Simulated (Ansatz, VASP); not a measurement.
## One calculation of Al2Cu, two programs

```
Cu Al
1.0
    -2.03034    2.03034    2.85109
     2.03034   -2.03034    2.85109
     2.03034    2.03034   -2.85109
Cu Al
1 2
Direct
  0.50000 0.50000 0.00000
  0.25000 0.75000 0.50000
  0.75000 0.25000 0.50000
```

Alike in both runs: task single point; functional LDA; k mesh 9 × 9 × 9; occupations fermi-dirac, width 0.05 eV; no spin polarisation.

|  | VASP | Ansatz |
| --- | --- | --- |
| version | VASP 6.6.1 | Ansatz 0.2.0 |
| potentials or method | VASP PAW LDA potentials, release 64 (Cu, Al), cutoff 520 eV | all-electron LAPW, scalar-relativistic |

|  | VASP | Ansatz | Ansatz less VASP |
| --- | --- | --- | --- |
| gap on the k mesh at the Fermi level (eV) | none | none | - |
| pressure (GPa) | -2.6 | -3.2 | -0.59 |
| largest component of the traceless stress (GPa) | 0.11 | 0.12 | +0.006 |

A gap of «none» marks a metal or a gap that the smearing closes. Ansatz ran all-electron here, so the differences hold the error of VASP's frozen core and of both bases.
